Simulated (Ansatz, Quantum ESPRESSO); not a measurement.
**KCl (Pm-3m): from Born charge to LO-TO splitting**

How high does the longitudinal optical mode of KCl (Pm-3m) lie, given the transverse one, the Born charge and ε∞?

Main program and level: Quantum ESPRESSO 7.5; DFT LDA, scalar-relativistic, plane waves, PseudoDojo norm-conserving pseudopotentials.

### 1. Set-up

It takes space group Pm-3m (No. 221, cubic). The conventional cell has a = 3.635 Å, b = 3.635 Å, c = 3.635 Å, α = 90.00°, β = 90.00°, γ = 90.00°. Nearest to K lie 8 Cl at 3.15 Å. Cl has 8 K at 3.15 Å nearest. Farther neighbours and most contacts between anions are not listed.

This is the cell after its relaxation at this level of theory, not the database cell from which that began.

### 2. What the response run gave

A linear-response run on the relaxed cell, with the response to an electric field; only its zone-centre results are used. Cutoff 72 Ry, k mesh 6×6×6.

Log:

```text
[banners, grids, parts of the stress and lines that vanish by symmetry left out]
Program PHONON v.7.5
     Reading xml data from directory:

[...]
Exchange-correlation= PW
                           (   1   4   0   0   0   0   0)
[...]
(   4 q-points):
[...]
kinetic-energy cut-off    =      72.0000  Ry
     charge density cut-off    =     288.0000  Ry
     convergence threshold     =      1.0E-18
[...]
Exchange-correlation= PW
                           (   1   4   0   0   0   0   0)
[...]
q = (   0.0000000   0.0000000   0.0000000 )
     49 Sym.Ops. (with q -> -q+G )
     G cutoff =  344.2941  (  26865 G-vectors)     FFT grid: ( 40, 40, 40)
     number of k points=    20
[...]
Mode symmetry, O_h (m-3m)  point group:
[...]
Dielectric constant
[...]
End of electric fields calculation
          Dielectric constant in cartesian axis
          (       2.835250861       0.000000000       0.000000000 )
          (       0.000000000       2.835250861       0.000000000 )
          (       0.000000000       0.000000000       2.835250861 )
          Effective charges (d Force / dE) in cartesian axis without acoustic sum rule applied (asr)
           atom    1  K     Mean Z*:        1.18480
      Ex  (        1.18480        0.00000        0.00000 )
      Ey  (        0.00000        1.18480        0.00000 )
      Ez  (        0.00000        0.00000        1.18480 )
           atom    2  Cl    Mean Z*:       -1.18882
      Ex  (       -1.18882        0.00000        0.00000 )
      Ey  (        0.00000       -1.18882        0.00000 )
      Ez  (        0.00000        0.00000       -1.18882 )
          Effective charges Sum: Mean:       -0.00402
[...]
Effective charges (d Force / dE) in cartesian axis with asr applied:
           atom    1  K     Mean Z*:        1.18681
[...]
atom    2  Cl    Mean Z*:       -1.18681
[...]
Representation #   1 modes #   1   2   3
[...]
End of self-consistent calculation
     Convergence has been achieved
     Representation #   2 modes #   4   5   6
[...]
End of self-consistent calculation
     Convergence has been achieved
[...]
Dielectric constant in cartesian axis
          (       2.835250861       0.000000000       0.000000000 )
          (       0.000000000       2.835250861       0.000000000 )
          (       0.000000000       0.000000000       2.835250861 )
          Effective charges (d Force / dE) in cartesian axis without acoustic sum rule applied (asr)
           atom    1  K     Mean Z*:        1.18480
[...]
End of self-consistent calculation
     Convergence has been achieved
     Representation #   3 mode #   4
[...]
Convergence has been achieved
     Representation #   4 modes #   5   6
[...]
Convergence has been achieved
[...]
q = (    0.000000000   0.000000000  -0.500000000 )
[...]
freq (    1) =       2.611588 [THz] =      87.113189 [cm-1]
     freq (    2) =       2.611588 [THz] =      87.113189 [cm-1]
     freq (    3) =       2.891950 [THz] =      96.465052 [cm-1]
     freq (    4) =       2.891950 [THz] =      96.465052 [cm-1]
     freq (    5) =       5.153526 [THz] =     171.903124 [cm-1]
     freq (    6) =       5.329991 [THz] =     177.789365 [cm-1]
[...]
Mode symmetry, D_4h(4/mmm) point group:
     freq (   1-   2) =         87.1  [cm-1]   --> E_u  X_5' M_5'
     freq (   3-   4) =         96.5  [cm-1]   --> E_g  X_5  M_5
     freq (   5-   5) =        171.9  [cm-1]   --> A_2u X_4' M_4'
     freq (   6-   6) =        177.8  [cm-1]   --> A_1g X_1  M_1
[...]
Mode symmetry, D_4h(4/mmm) point group:
[...]
Representation #   1 mode #   1
[...]
Convergence has been achieved
     Representation #   2 mode #   2
[...]
Convergence has been achieved
     Representation #   3 modes #   3   4
[...]
Convergence has been achieved
     Representation #   4 modes #   5   6
[...]
Convergence has been achieved
[...]
q = (    0.000000000  -0.500000000  -0.500000000 )
[...]
freq (    1) =       2.405683 [THz] =      80.244951 [cm-1]
     freq (    2) =       2.549203 [THz] =      85.032270 [cm-1]
     freq (    3) =       3.484419 [THz] =     116.227717 [cm-1]
     freq (    4) =       3.484419 [THz] =     116.227717 [cm-1]
     freq (    5) =       5.076322 [THz] =     169.327863 [cm-1]
     freq (    6) =       5.076322 [THz] =     169.327863 [cm-1]
[...]
Mode symmetry, D_4h(4/mmm) point group:
     freq (   1-   1) =         80.2  [cm-1]   --> A_2u X_4' M_4'
     freq (   2-   2) =         85.0  [cm-1]   --> B_1u X_2' M_2'
     freq (   3-   4) =        116.2  [cm-1]   --> E_u  X_5' M_5'
     freq (   5-   6) =        169.3  [cm-1]   --> E_u  X_5' M_5'
[...]
Mode symmetry, O_h (m-3m)  point group:
[...]
Representation #   1 modes #   1   2   3
[...]
End of self-consistent calculation
     Convergence has been achieved
     Representation #   2 modes #   4   5   6
[...]
End of self-consistent calculation
     Convergence has been achieved
[...]
q = (   -0.500000000  -0.500000000  -0.500000000 )
[...]
freq (    1) =       3.852600 [THz] =     128.508913 [cm-1]
     freq (    2) =       3.852600 [THz] =     128.508913 [cm-1]
     freq (    3) =       3.852600 [THz] =     128.508913 [cm-1]
     freq (    4) =       4.594612 [THz] =     153.259775 [cm-1]
     freq (    5) =       4.594612 [THz] =     153.259775 [cm-1]
     freq (    6) =       4.594612 [THz] =     153.259775 [cm-1]
[...]
Mode symmetry, O_h (m-3m)  point group:
     freq (   1-   3) =        128.5  [cm-1]   --> T_1u G_15  G_4-
     freq (   4-   6) =        153.3  [cm-1]   --> T_2g G_25' G_5+

   JOB DONE.
```

```csv
quantity,value
cell volume Ω (Å³),48.045
mass of K (u),39.098
mass of Cl (u),35.450
"Born charge of K, raw (e)",1.185
"Born charge of Cl, raw (e)",-1.189
ε∞,2.835
ω(TO) after the sum rule (cm⁻¹),136.3
```

### 3. The calculation

The charges must sum to zero over the cell; taking off their mean, -0.002 e, leaves Z* = 1.187 e on K. In the polar mode K moves against Cl, so the reduced mass is μ = 39.10 × 35.45 / 74.55 = 18.592 u.

A longitudinal wave builds up a field that adds to the restoring force: ω(LO)² = ω(TO)² + 4π Z*² / (μ Ω ε∞), in Hartree atomic units. With μ = 33892 electron masses and Ω = 324.22 bohr³ the second term is 5.6810e-07 Ha², or 27365 cm⁻² (1 Ha = 219474.6 cm⁻¹).

So ω(LO) = √(18570 + 27365) = 214.3 cm⁻¹, and by the Lyddane-Sachs-Teller relation ε₀ = ε∞ (ω(LO)/ω(TO))² = 7.01.

### 4. Check against the program

The analysis program adds the same non-analytic term to the full matrix, here for q along (1 0 0).

Log:

```text
[banner, memory and clock lines left out]
Program DYNMAT v.7.5

     Reading Dynamical Matrix from file x.dyn1
     ...Force constants read
     ...epsilon and Z* read

     Polarizability (A^3 units)
     multiply by 0.620444 for Clausius-Mossotti correction
         7.016722    0.000000    0.000000
         0.000000    7.016722    0.000000
         0.000000    0.000000    7.016722

     IR activities are in (D/A)^2/amu units

# mode   [cm-1]    [THz]      IR
    1     -0.00   -0.0000    0.0000
    2     -0.00   -0.0000    0.0000
    3     -0.00   -0.0000    0.0000
    4    136.27    4.0853    1.7478
    5    136.27    4.0853    1.7478
    6    214.33    6.4253    1.7478
```

ε₀ comes from the program's run without a direction of q.

```csv
quantity,by hand,program
ω(LO) (cm⁻¹),214.3,214.3
ε₀,7.01,7.01
```

### 5. Outcome

```json
{
 "TO mode": "136.3 cm⁻¹",
 "LO mode": "214.3 cm⁻¹",
 "static dielectric constant": "7.014"
}
```

In words: The LO mode of KCl (Pm-3m) lies at 214 cm⁻¹, 78 cm⁻¹ above the TO mode; the formula meets the program within 0.1 cm⁻¹, as it must for a cubic crystal with one polar mode. ω(LO)² − ω(TO)² goes with Z*²/ε∞: an error of 5 % in ε∞ would move the LO mode by 3.1 cm⁻¹, and semilocal functionals tend to overestimate ε∞. These are harmonic values at zero temperature, at the volume of this functional, for the structure held cubic; stability elsewhere in the zone is no part of this calculation.

[Host names and launcher messages were left out of these logs when they were recorded.]

[Logs are printed without paths, hosts, clocks, repeated set-up lines and the standing remarks that a program may print on its own settings, such as how far it seeks lower states.]

[Hosts, paths, dates, database ids (printed as entryN), source tags and the programs' standing remarks are cut or masked in the printed files.]
